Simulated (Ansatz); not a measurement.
# Pb (Fm-3m) in Ansatz: a series of runs

Runs on Pb. Level: RPBE. Tasks: single point, equation of state.

Everything below comes from runs of Ansatz 0.2.0. Logs are shortened: lines on timing, memory, paths and dates and some standing lists are left out, and cuts for length are marked.

## 1. Starting point

The structure is cubic, space group Fm-3m (No. 225). Conventional cell: a = 4.950 Å, b = 4.950 Å, c = 4.950 Å, α = 90.00°, β = 90.00°, γ = 90.00°. Around Pb (site symmetry m-3m) lie 12 Pb at 3.50 Å.

## 2. Single point, RPBE, 28.50 Å³/atom (volume scaled by 0.94)

input.yaml reads:

```yaml
crystal:
  lattice:
    - [0.0, 2.4244952108, 2.4244952108]
    - [2.4244952108, 0.0, 2.4244952108]
    - [2.4244952108, 2.4244952108, 0.0]
  atoms:
    - { symbol: Pb, position: [0.0, 0.0, 0.0] }
hamiltonian:
  xc: rpbe
  pseudopotentials: { kind: paw }
kpoints:
  mp_grid: { grid: [9, 9, 9] }
scf:
  occupations: { method: fermi_dirac, width: 0.05 }
output:
  forces: true
  stress: true
  eigenvalues: true
```

Potentials or basis: Ansatz PAW.

Command:

```sh
$ ansatz run input.yaml --threads 2 --pin off --max-ram 5120MiB --backend cpu --events-out ev --progress --plain --runs-dir out
```

Output:

```text
Warning: RAYON_NUM_THREADS=2 ignored (pool sized by the plan → 2); use --threads N
Engine: ansatz 0.2.0, aarch64-unknown-linux-gnu
Pseudopotentials: kind: paw
Pseudopotential: Pb, paw, valence charge 14, recommended cutoff 420 eV (normal), Pb.paw.azcp
Functional definition: RPBE
  parameter kappa = 0.804
  parameter beta = 0.06672455060314922
  exchange = rpbe_x(kappa = kappa, mu = beta*pi^2/3)
  correlation = pbe_c(beta = beta)
Crystal: 1 atoms, lattice volume = 28.503 Å³
Basis set: ecut = 420 eV, 537 PW (Γ), exchange–correlation on 48×48×48 points (8 copies of the dense FFT grid, shifted against one another)
Bands: 11, of which v1, the nominal top of the filled ones, is band 7 counted from 1 (6 counted from 0)
Symmetry: 48 space group operations
Space group: Fm-3m (ITA 225), of the structure as read, at distance tolerance 3.1e-5 Å
k-points: 35 of 729
Non-local potential: Pb, projectors of the file, l = 0: 2, l = 1: 2, l = 2: 2, l = 3: 2
PAW form: soft (Blöchl's): semilocal exchange-correlation on the pseudo side does not see the compensation charge
PAW frozen core: Pb, regenerated for the run's functional, and the local potential with it (the file was generated under x = pbe(κ = 0.804, μ = 0.2195149727645171), c = pbe(β = 0.06672455060314922))
PAW one-centre angular grid: Pb, 590 points (default); XC on 64 Gauss nodes
Initial density: superposition of atomic densities (neutral atoms: chi_scale 0, normalization atom), corrected by the library's trained network
Initial wavefunctions: pseudopotential atomic-orbital guess
Functional: x = rpbe, c = pbe(β = 0.06672455060314922)
SCF iter   1: F=—  HF=-11921.587071 eV  |F-HF|=—  |Δ(HF+E_count)|=         —  Δρ=1.99e-3  dr2=9.86e-4  ethr=1.77e-3  ⟨swp⟩=5.9  Hψ=2589  notcnv=0
preconditioner: auto → none  [insulator: Δε(μ)=0.317 eV  Ē_g=20.326 eV  σ=0.050 eV  W_gap=0.52  n_scr=8 (ndim 8)  ℏωp=26.0 eV  f_vac=0.000  D(μ)=0.41/eV (n_scr^D=0)  ε∞_Penn≈2.6]
SCF iter   2: F=—  HF=-11921.586284 eV  |F-HF|=—  |Δ(HF+E_count)|=   7.88e-4  Δρ=3.03e-4  dr2=1.59e-5  ethr=7.05e-6  ⟨swp⟩=2.0  Hψ=941  notcnv=0
SCF iter   3: F=—  HF=-11921.586296 eV  |F-HF|=—  |Δ(HF+E_count)|=   1.23e-5  Δρ=1.57e-4  dr2=3.62e-6  ethr=1.13e-7  ⟨swp⟩=2.4  Hψ=605  notcnv=0
iter 4 did not close the SCF: its close was put off for the readings that it lacked (scf_convergence_deferred on its scf_iter line)
SCF iter   4: F=-11921.586303 eV  HF=-11921.586303 eV  |F-HF|=2.31e-8  |Δ(HF+E_count)|=   7.02e-6  Δρ=9.38e-6  dr2=3.02e-8  ethr=2.58e-8  ⟨swp⟩=2.5  Hψ=524  notcnv=0
iter 5 did not close the SCF: its close was put off for the readings that it lacked (scf_convergence_deferred on its scf_iter line)
SCF iter   5: F=-11921.586303 eV  HF=-11921.586303 eV  |F-HF|=3.02e-10  |Δ(HF+E_count)|=   1.04e-8  Δρ=1.27e-6  dr2=2.41e-10  ethr=2.16e-10  ⟨swp⟩=2.0  Hψ=617  notcnv=0
SCF iter   6: F=-11921.586303 eV  HF=-11921.586303 eV  |F-HF|=9.09e-12  |Δ(HF+E_count)|=  3.87e-10  Δρ=2.19e-7  dr2=6.83e-12  ethr=1.72e-12  ⟨swp⟩=2.6  Hψ=1603  notcnv=0
SCF 1 converged in 6 iterations: F = -11921.586303 eV  dr2 = 6.83e-12
SCF converged after 6 iterations
Free energy (F): -11921.586303 eV
Harris-Foulkes:  -11921.586303 eV  (|F-HF|=9.09e-12)
Internal energy: -11921.582907 eV  (E = F + TS)
E sigma→0 (E₀):  -11921.584605 eV
Entropy (-TS):   -0.003396 eV (-3.396 meV/atom)
Fermi energy:    11.861990 eV
--- Per-component energies (eV) ---
  E_band       = -23.150028
  E_kinetic    = 289.975748
  E_local      = -973.722454  (includes V_loc(G=0)·N_el)
  E_nonlocal   = 349.418924
  E_hartree    = 389.470043
  E_xc         = -221.626628
  E_vxc        = -132.924544  (∫ρ·V_xc dr)
  E_paw        = -10420.878695  (= ΣΔE_a)
  E_vpaw       = -334.837906  (= ΣTr[D̂ρ^β])
  E_aug_tail   = 0.000047  (compensation charges beyond the density's cutoff)
  E_ewald      = -1334.297968
  E_core_change = 0.078076  (= ΣΔE_core)
  E_smearing   = -0.003396  (= −TS)
  E_closure    = 0.000000  (closes the sum)
  Σ components = -11921.586303   (vs F -11921.586303, Δ=0.00e0)
--- Forces (eV/Å), atoms counted from 1 ---
  atom   1  Pb    -0.00000000     0.00000000     0.00000000
  max |Σ_I F_I| component: 1.89e-31 eV/Å
--- Stress (GPa, compression-positive) ---
        7.745581       0.000000      -0.000000
       -0.000000       7.745581       0.000000
        0.000000      -0.000000       7.745581
  P = ⅓ Tr σ = 7.7456 GPa (77.456 kbar)
--- Band table (eV; the first three rows and the last of 35) ---
  k-point 0: bands = ["-5.1554", "-5.1554", "-5.1554", "-4.9877", "-4.9877", "-0.1402", "19.9817", "19.9817", "19.9817", "21.7884", "24.1435"]
  k-point 1: bands = ["-5.1570", "-5.1359", "-5.1359", "-4.9881", "-4.9881", "0.1139", "17.4558", "19.6788", "19.6788", "21.5044", "24.9410"]
  k-point 2: bands = ["-5.1659", "-5.1129", "-5.1129", "-4.9617", "-4.9617", "0.8786", "13.7815", "19.0344", "19.0344", "21.2610", "24.1636"]
  k-point 34: bands = ["-5.1520", "-5.1342", "-5.0375", "-4.9269", "-4.8009", "5.3272", "10.0937", "11.0762", "12.7998", "22.7580", "23.7137"]
```

Run time: 0.58 s. Hardware: 2 threads of Arm Neoverse V1, shared host; peak memory 0.27 GiB.

Results:

| Quantity | Value |
| --- | --- |
| Free energy | -11921.5863 eV |
| Pressure | 7.7 GPa |
| Band gap on the k mesh | none (metal or under the smearing width) |

Caveat: the PAW data sets come from PBE, with cores solved anew for the run's functional, which leaves a small shift of forces and pressure.

## 3. Single point, RPBE, 29.11 Å³/atom (volume scaled by 0.96)

Changes to input.yaml since step 2:

```diff
@@ -2,5 +2,5 @@
   lattice:
-    - [0.0, 2.4244952108, 2.4244952108]
-    - [2.4244952108, 0.0, 2.4244952108]
-    - [2.4244952108, 2.4244952108, 0.0]
+    - [0.0, 2.4415696833, 2.4415696833]
+    - [2.4415696833, 0.0, 2.4415696833]
+    - [2.4415696833, 2.4415696833, 0.0]
   atoms:
```

Potentials or basis: Ansatz PAW.

Command:

```sh
$ ansatz run input.yaml --threads 2 --pin off --max-ram 5120MiB --backend cpu --events-out ev --progress --plain --runs-dir out
```

It took 0.59 s on 2 threads of Arm Neoverse V1, shared host; peak memory 0.27 GiB.

The run converged. Its results:

```yaml
Free_energy: -11921.6129 eV
Pressure: 6.3 GPa
Band_gap_on_the_k_mesh: none (metal or under the smearing width)
```

Caveat: the PAW data sets come from PBE, with cores solved anew for the run's functional, which leaves a small shift of forces and pressure.

## 4. Single point, RPBE, 29.72 Å³/atom (volume scaled by 0.98)

input.yaml reads:

```yaml
crystal:
  lattice:
    - [0.0, 2.458408627, 2.458408627]
    - [2.458408627, 0.0, 2.458408627]
    - [2.458408627, 2.458408627, 0.0]
  atoms:
    - { symbol: Pb, position: [0.0, 0.0, 0.0] }
hamiltonian:
  xc: rpbe
  pseudopotentials: { kind: paw }
kpoints:
  mp_grid: { grid: [9, 9, 9] }
scf:
  occupations: { method: fermi_dirac, width: 0.05 }
output:
  forces: true
  stress: true
  eigenvalues: true
  write_density: true
  write_potential: true
  elf: true
  volumetric_format: npy
```

Command:

```sh
$ ansatz run input.yaml --threads 2 --pin off --max-ram 5120MiB --backend cpu --events-out ev --progress --plain --runs-dir out
```

It took 0.74 s on 2 threads of Arm Neoverse V1, shared host; peak memory 0.27 GiB.

Results (log left out):

| Property | Result |
| --- | --- |
| Free energy | -11921.6343 eV |
| Pressure | 5.0 GPa |
| Band gap on the k mesh | none (metal or under the smearing width) |

Caveat: the PAW data sets come from PBE, with cores solved anew for the run's functional, which leaves a small shift of forces and pressure.

## 5. Single point, RPBE, 30.32 Å³/atom

input.yaml reads:

```yaml
crystal:
  lattice:
    - [0.0, 2.47502, 2.47502]
    - [2.47502, 0.0, 2.47502]
    - [2.47502, 2.47502, 0.0]
  atoms:
    - { symbol: Pb, position: [0.0, 0.0, 0.0] }
hamiltonian:
  xc: rpbe
  pseudopotentials: { kind: paw }
kpoints:
  mp_grid: { grid: [9, 9, 9] }
scf:
  occupations: { method: fermi_dirac, width: 0.05 }
output:
  forces: true
  stress: true
  eigenvalues: true
```

Command:

```sh
$ ansatz run input.yaml --threads 2 --pin off --max-ram 5120MiB --backend cpu --events-out ev --progress --plain --runs-dir out
```

Run time: 0.59 s. Hardware: 2 threads of Arm Neoverse V1, shared host; peak memory 0.27 GiB.

Results (log left out):

| Quantity | Value |
| --- | --- |
| Free energy | -11921.6511 eV |
| Pressure | 3.9 GPa |
| Band gap on the k mesh | none (metal or under the smearing width) |

Caveat: the PAW data sets come from PBE, with cores solved anew for the run's functional, which leaves a small shift of forces and pressure.

## 6. Single point, RPBE, 30.93 Å³/atom (volume scaled by 1.02)

Changes to input.yaml since step 5:

```diff
@@ -2,5 +2,5 @@
   lattice:
-    - [0.0, 2.47502, 2.47502]
-    - [2.47502, 0.0, 2.47502]
-    - [2.47502, 2.47502, 0.0]
+    - [0.0, 2.4914113386, 2.4914113386]
+    - [2.4914113386, 0.0, 2.4914113386]
+    - [2.4914113386, 2.4914113386, 0.0]
   atoms:
```

Potentials or basis: Ansatz PAW.

Command:

```sh
$ ansatz run input.yaml --threads 2 --pin off --max-ram 5120MiB --backend cpu --events-out ev --progress --plain --runs-dir out
```

Wall time 0.58 s (2 threads of Arm Neoverse V1, shared host); peak memory 0.27 GiB.

The run converged. Its results:

- Free energy: -11921.6637 eV
- Pressure: 2.9 GPa
- Band gap on the k mesh: none (metal or under the smearing width)

Caveat: the PAW data sets come from PBE, with cores solved anew for the run's functional, which leaves a small shift of forces and pressure.

## 7. Single point, RPBE, 31.54 Å³/atom (volume scaled by 1.04)

input.yaml reads:

```yaml
crystal:
  lattice:
    - [0.0, 2.5075897876, 2.5075897876]
    - [2.5075897876, 0.0, 2.5075897876]
    - [2.5075897876, 2.5075897876, 0.0]
  atoms:
    - { symbol: Pb, position: [0.0, 0.0, 0.0] }
hamiltonian:
  xc: rpbe
  pseudopotentials: { kind: paw }
kpoints:
  mp_grid: { grid: [9, 9, 9] }
scf:
  occupations: { method: fermi_dirac, width: 0.05 }
output:
  forces: true
  stress: true
  eigenvalues: true
  write_density: true
  write_potential: true
  elf: true
  volumetric_format: npy
```

Command:

```sh
$ ansatz run input.yaml --threads 2 --pin off --max-ram 5120MiB --backend cpu --events-out ev --progress --plain --runs-dir out
```

Run time: 0.75 s. Hardware: 2 threads of Arm Neoverse V1, shared host; peak memory 0.27 GiB.

It converged, with:

```
Free energy            : -11921.6728 eV
Pressure               : 2.0 GPa
Band gap on the k mesh : none (metal or under the smearing width)
```

Caveat: the PAW data sets come from PBE, with cores solved anew for the run's functional, which leaves a small shift of forces and pressure.

## 8. Single point, RPBE, 32.14 Å³/atom (volume scaled by 1.06)

input.yaml reads:

```yaml
crystal:
  lattice:
    - [0.0, 2.5235621278, 2.5235621278]
    - [2.5235621278, 0.0, 2.5235621278]
    - [2.5235621278, 2.5235621278, 0.0]
  atoms:
    - { symbol: Pb, position: [0.0, 0.0, 0.0] }
hamiltonian:
  xc: rpbe
  pseudopotentials: { kind: paw }
kpoints:
  mp_grid: { grid: [9, 9, 9] }
scf:
  occupations: { method: fermi_dirac, width: 0.05 }
output:
  forces: true
  stress: true
  eigenvalues: true
```

Command:

```sh
$ ansatz run input.yaml --threads 2 --pin off --max-ram 5120MiB --backend cpu --events-out ev --progress --plain --runs-dir out
```

It took 0.61 s on 2 threads of Arm Neoverse V1, shared host; peak memory 0.27 GiB.

It converged, with:

| Property | Result |
| --- | --- |
| Free energy | -11921.6787 eV |
| Pressure | 1.2 GPa |
| Band gap on the k mesh | none (metal or under the smearing width) |

Caveat: the PAW data sets come from PBE, with cores solved anew for the run's functional, which leaves a small shift of forces and pressure.

## 9. Equation of state, RPBE

Potentials or basis: Ansatz PAW.

No new run: the results of the series are fitted here.

Results:

| Quantity | Value |
| --- | --- |
| Equilibrium volume | 33.15 Å³/atom (rough: see the caveat) |
| Bulk modulus | 34 GPa (rough) |

Energy against volume, from the lowest point:
| volume (Å³/atom) | energy (meV/atom) |
| --- | --- |
| 28.503 | 92.35 |
| 29.110 | 65.80 |
| 29.716 | 44.39 |
| 30.323 | 27.60 |
| 30.929 | 14.91 |
| 31.535 | 5.84 |
| 32.142 | 0.00 |

Caveat: the potentials were made for another functional, which shifts forces and pressure; the minimum lies outside the volumes run.
